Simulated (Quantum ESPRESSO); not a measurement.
Set up this calculation in Quantum ESPRESSO 7.5, as the native input.

```
Task                : band structure
Functional          : PBE
Potentials or basis : PseudoDojo 0.4 FR PBE standard
Cutoff              : 1116 eV
Density cutoff      : 4463 eV
k mesh              : 11 × 11 × 11
Occupations         : fermi-dirac, width 0.05 eV
Spin                : spin-orbit coupling, no magnetisation
Mixing beta         : 0.5
Most SCF iterations : 120
SCF threshold       : 2e-10 Ry
```

Crystal: Nb.

```
CELL_PARAMETERS angstrom
-1.66395 1.66395 1.66395
1.66395 -1.66395 1.66395
1.66395 1.66395 -1.66395
ATOMIC_POSITIONS crystal
Nb 0.00000 0.00000 0.00000
```

The input as run:

pw.in

```
&CONTROL
  calculation = 'scf'
  prefix = 'pwscf'
  outdir = './tmp'
  pseudo_dir = './pseudo'
  tprnfor = .true.
  tstress = .true.
  disk_io = 'low'
/
&SYSTEM
  ibrav = 0
  nat = 1
  ntyp = 1
  ecutwfc = 82
  nbnd = 24
  occupations = 'smearing'
  smearing = 'fd'
  degauss = 0.00367493
  noncolin = .true.
  lspinorb = .true.
/
&ELECTRONS
  conv_thr = 2d-10
  electron_maxstep = 120
  mixing_beta = 0.5
/
ATOMIC_SPECIES
Nb    92.9064 Nb.upf
CELL_PARAMETERS bohr
  -3.1444097851    3.1444097851    3.1444097851
   3.1444097851   -3.1444097851    3.1444097851
   3.1444097851    3.1444097851   -3.1444097851
ATOMIC_POSITIONS bohr
Nb     0.0000000000    0.0000000000    0.0000000000
K_POINTS automatic
11 11 11 0 0 0
```

bands.in

```
&CONTROL
  calculation = 'bands'
  prefix = 'pwscf'
  outdir = './tmp'
  pseudo_dir = './pseudo'
  disk_io = 'low'
  verbosity = 'high'
/
&SYSTEM
  ibrav = 0
  nat = 1
  ntyp = 1
  ecutwfc = 82
  nbnd = 24
  occupations = 'smearing'
  smearing = 'fd'
  degauss = 0.00367493
  noncolin = .true.
  lspinorb = .true.
/
&ELECTRONS
  conv_thr = 1d-08
  electron_maxstep = 120
  mixing_beta = 0.5
  diago_full_acc = .true.
  startingwfc = 'random'
/
ATOMIC_SPECIES
Nb    92.9064 Nb.upf
CELL_PARAMETERS bohr
  -3.1444097851    3.1444097851    3.1444097851
   3.1444097851   -3.1444097851    3.1444097851
   3.1444097851    3.1444097851   -3.1444097851
ATOMIC_POSITIONS bohr
Nb     0.0000000000    0.0000000000    0.0000000000
K_POINTS crystal
60
 0.0000000000  0.0000000000  0.0000000000 1
 0.0416666667 -0.0416666667  0.0416666667 1
 0.0833333333 -0.0833333333  0.0833333333 1
 0.1250000000 -0.1250000000  0.1250000000 1
 0.1666666667 -0.1666666667  0.1666666667 1
 0.2083333333 -0.2083333333  0.2083333333 1
 0.2500000000 -0.2500000000  0.2500000000 1
 0.2916666667 -0.2916666667  0.2916666667 1
 0.3333333333 -0.3333333333  0.3333333333 1
 0.3750000000 -0.3750000000  0.3750000000 1
 0.4166666667 -0.4166666667  0.4166666667 1
 0.4583333333 -0.4583333333  0.4583333333 1
 0.5000000000 -0.5000000000  0.5000000000 1
 0.4375000000 -0.4375000000  0.5000000000 1
 0.3750000000 -0.3750000000  0.5000000000 1
 0.3125000000 -0.3125000000  0.5000000000 1
 0.2500000000 -0.2500000000  0.5000000000 1
 0.1875000000 -0.1875000000  0.5000000000 1
 0.1250000000 -0.1250000000  0.5000000000 1
 0.0625000000 -0.0625000000  0.5000000000 1
 0.0000000000  0.0000000000  0.5000000000 1
 0.0000000000  0.0000000000  0.4444444444 1
 0.0000000000  0.0000000000  0.3888888889 1
 0.0000000000  0.0000000000  0.3333333333 1
 0.0000000000  0.0000000000  0.2777777778 1
 0.0000000000  0.0000000000  0.2222222222 1
 0.0000000000  0.0000000000  0.1666666667 1
 0.0000000000  0.0000000000  0.1111111111 1
 0.0000000000  0.0000000000  0.0555555556 1
 0.0000000000  0.0000000000  0.0000000000 1
 0.0227272727  0.0227272727  0.0227272727 1
 0.0454545455  0.0454545455  0.0454545455 1
 0.0681818182  0.0681818182  0.0681818182 1
 0.0909090909  0.0909090909  0.0909090909 1
 0.1136363636  0.1136363636  0.1136363636 1
 0.1363636364  0.1363636364  0.1363636364 1
 0.1590909091  0.1590909091  0.1590909091 1
 0.1818181818  0.1818181818  0.1818181818 1
 0.2045454545  0.2045454545  0.2045454545 1
 0.2272727273  0.2272727273  0.2272727273 1
 0.2500000000  0.2500000000  0.2500000000 1
 0.2708333333  0.1875000000  0.2708333333 1
 0.2916666667  0.1250000000  0.2916666667 1
 0.3125000000  0.0625000000  0.3125000000 1
 0.3333333333  0.0000000000  0.3333333333 1
 0.3541666667 -0.0625000000  0.3541666667 1
 0.3750000000 -0.1250000000  0.3750000000 1
 0.3958333333 -0.1875000000  0.3958333333 1
 0.4166666667 -0.2500000000  0.4166666667 1
 0.4375000000 -0.3125000000  0.4375000000 1
 0.4583333333 -0.3750000000  0.4583333333 1
 0.4791666667 -0.4375000000  0.4791666667 1
 0.5000000000 -0.5000000000  0.5000000000 1
 0.2500000000  0.2500000000  0.2500000000 1
 0.2083333333  0.2083333333  0.2916666667 1
 0.1666666667  0.1666666667  0.3333333333 1
 0.1250000000  0.1250000000  0.3750000000 1
 0.0833333333  0.0833333333  0.4166666667 1
 0.0416666667  0.0416666667  0.4583333333 1
 0.0000000000  0.0000000000  0.5000000000 1
```

Potentials or basis: PseudoDojo 0.4 FR PBE standard.

Launch:

```bash
$ OMP_NUM_THREADS=1 pw.x -in pw.in > pw.out
$ OMP_NUM_THREADS=1 pw.x -in bands.in > bands.out
```

Results of the run:

| Quantity | Value |
| --- | --- |
| Pressure | -1.6 GPa |
| Band gap on the k mesh | none (metal or under the smearing width) |

It took 57 s on 1 thread of INTEL(R) XEON(R) PLATINUM 8581C CPU @ 2.10GHz (Emerald Rapids) (shared host), peak memory 0.13 GiB.
